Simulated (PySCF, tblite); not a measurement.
# C2H3F3O, a complex of two parts: NMR shifts, interaction energy, infrared bands, spin-spin couplings and core binding energies

Aim: the NMR shifts, interaction energy, infrared bands, spin-spin couplings and core binding energies of `FC(F)F` with `C=O`.

Programs: tblite 0.8.0 and PySCF 2.14.0. All values are calculated, for the isolated system unless a continuum is named. Atoms count from 0, parts from 1.

### Step 1. The system as given

9 atoms, charge 0, multiplicity 1; geometry: rigid parts in contact. Parts: 1 = atoms 0–4, `FC(F)F`, charge 0; 2 = atoms 5–8, `C=O`, charge 0.

### Step 2. Bringing the parts together with GFN2-xTB

The job: settings as JSON, then the geometry in Å.

```
{"job": {"kind": "dock", "xc": "GFN2-xTB", "basis": "xTB"}, "charge": 0, "multiplicity": 1, "parts": [{"atoms": "0-4", "charge": 0, "multiplicity": 1}, {"atoms": "5-8", "charge": 0, "multiplicity": 1}]}
F     -0.933499    -0.821045    -0.408115
C      0.002402    -0.002746     0.058189
F      1.167970    -0.352972    -0.472532
F     -0.284651     1.231729    -0.337581
H      0.047777    -0.054965     1.160040
C      1.647649    -2.286685     3.078778
O      0.730157    -1.636053     2.683832
H      2.288385    -2.885286     2.409296
H      1.926156    -2.341519     4.144824
```

Method: GFN2-xTB search for minima from random contacts, gas phase.

Run with:

```bash
> OMP_NUM_THREADS=1 python cluster_run.py task.json out
```

The driver reads the jobs from task.json and runs them one after another.

**Question.** The jobs that follow are: PBE0-D3(BJ)/def2-SVPD geometry optimisation, gas phase; GIAO PBE0/pcSseg-2 NMR shielding, non-relativistic, gas phase; wB97M-D3(BJ)/def2-SVPD interaction energy, counterpoise and uncorrected, gas phase; PBE0-D3(BJ)/def2-SVPD interaction energy, counterpoise and uncorrected, gas phase; PBE0-D3(BJ)/def2-SVPD harmonic vibrations by differences of gradients, gas phase; B3LYP/pcJ-1 indirect spin-spin coupling, non-relativistic, gas phase; delta-SCF UKS SCAN, pcX-2 on the ionised atom, pcseg-1 elsewhere, spin-free X2C. Predict: binding energy (GFN2-xTB); point group; rotational constants (main isotopes); shieldings of C, H, F (PBE0/pcSseg-2); largest proton shift on binding; interaction energy, counterpoise (wB97M-D3(BJ)/def2-SVPD); superposition error; binding energy (with deformation); strongest single infrared mode (PBE0-D3(BJ)/def2-SVPD); largest coupling of the table (B3LYP/pcJ-1); F1s binding energies, SCAN/pcX-2 (standing for 1 of 3 atoms); C1s binding energies, SCAN/pcX-2 (standing for 1 of 2 atoms); O1s binding energies, SCAN/pcX-2.

As calculated:

```
                                                    quantity                                                                                    value
                                   binding energy (GFN2-xTB)                                                                           -3.58 kcal/mol
                                                 point group                                                                                       C1
                        rotational constants (main isotopes)                                                                     5.66, 1.27, 1.27 GHz
                       shieldings of C, H, F (PBE0/pcSseg-2)  C5 -24.2, C1 56.3, H8 21.3, H7 21.3, H4 23.5, F2 265.6, F0 265.6, F3 265.7 ppm and more
                             largest proton shift on binding                                                                            H4, +1.41 ppm
   interaction energy, counterpoise (wB97M-D3(BJ)/def2-SVPD)                                                                           -3.29 kcal/mol
                                         superposition error                                                                            0.53 kcal/mol
                           binding energy (with deformation)                                                                           -3.32 kcal/mol
      strongest single infrared mode (PBE0-D3(BJ)/def2-SVPD)                                                                                1161 cm⁻¹
                 largest coupling of the table (B3LYP/pcJ-1)                                                                 1J(C,F) C1–F3, -352.0 Hz
F1s binding energies, SCAN/pcX-2 (standing for 1 of 3 atoms)                                                                             F0 694.04 eV
C1s binding energies, SCAN/pcX-2 (standing for 1 of 2 atoms)                                                                             C1 298.32 eV
                            O1s binding energies, SCAN/pcX-2                                                                             O6 539.69 eV
 range of the interaction energy over the runs of this table                                                                  -3.42 to -3.29 kcal/mol
```

In words: In the one minimum found, at its xTB geometry, the leading contact, judged by the atoms' radii, is H4···O6 (weak hydrogen bond, 2.26 Å). A later relaxation moves these distances. Over 7 steps the energy fell by 0.056 eV; of the close pairs, C5–O6 changed most, 1.180 to 1.200 Å. At PBE0/pcSseg-2: Shielding is most anisotropic at O6 (span 1576 ppm, paramagnetic term -827 ppm). On binding (GIAO PBE0/pcSseg-2 NMR shielding, non-relativistic, gas phase), H4 moves most among the protons, 1.41 ppm downfield. The attractive terms split as electrostatic 66 %, orbital 25 %, dispersion 10 %, against 3.24 kcal/mol of Pauli repulsion. The terms sum to the uncorrected energy, so the orbital term holds the superposition error. A part with a negative deformation was relaxed at another level. At PBE0-D3(BJ)/def2-SVPD the lowest mode is imaginary (36i cm⁻¹), so the geometry is not a minimum there. Density functionals describe couplings to fluorine poorly, F–F couplings above all, so those rows are rough. The interaction energy runs from -3.42 (PBE0-D3(BJ)/def2-SVPD) to -3.29 kcal/mol (wB97M-D3(BJ)/def2-SVPD).
